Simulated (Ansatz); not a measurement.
**Si2Ni under pressure**

Theory: Ansatz, DFT PBEsol, scalar-relativistic, plane waves, PAW. Run with 420 eV cutoff, 14×14×14 k-mesh, Gaussian smearing of 0.10 eV, no spin polarisation.

Reference structure (relaxed):

```yaml
crystal:
  lattice:
    - [0.00000, 2.69569, 2.69569]
    - [2.69569, 0.00000, 2.69569]
    - [2.69569, 2.69569, 0.00000]
  atoms:
    - { symbol: Si, position: [0.25000, 0.25000, 0.25000] }
    - { symbol: Si, position: [0.75000, 0.75000, 0.75000] }
    - { symbol: Ni, position: [0.00000, 0.00000, 0.00000] }
```

Cell and atoms are relaxed at each pressure within the symmetry of the start, at zero temperature, so transitions that lower the symmetry aren't seen. The k-mesh given is that at zero pressure and may differ at others. a, b and c are the lengths of the cell vectors above.

| P (GPa) | V (Å³/atom) | V/V0 | a (Å) | b (Å) | c (Å) |
| --- | --- | --- | --- | --- | --- |
| -1 | 13.14 | 1.006 | 3.820 | 3.820 | 3.820 |
| 0 | 13.06 | 1.000 | 3.812 | 3.812 | 3.812 |
| 1 | 12.98 | 0.994 | 3.804 | 3.804 | 3.804 |
| 4 | 12.75 | 0.976 | 3.782 | 3.782 | 3.782 |
| 12 | 12.23 | 0.936 | 3.730 | 3.730 | 3.730 |
| 25 | 11.58 | 0.887 | 3.663 | 3.663 | 3.663 |
| 50 | 10.71 | 0.820 | 3.568 | 3.568 | 3.568 |
| 90 | 9.77 | 0.748 | 3.461 | 3.461 | 3.461 |

Task: What bulk modulus and pressure derivative fit these points?

Result: A third-order Birch–Murnaghan fit gives B0 = 159 GPa and B0' = 4.6.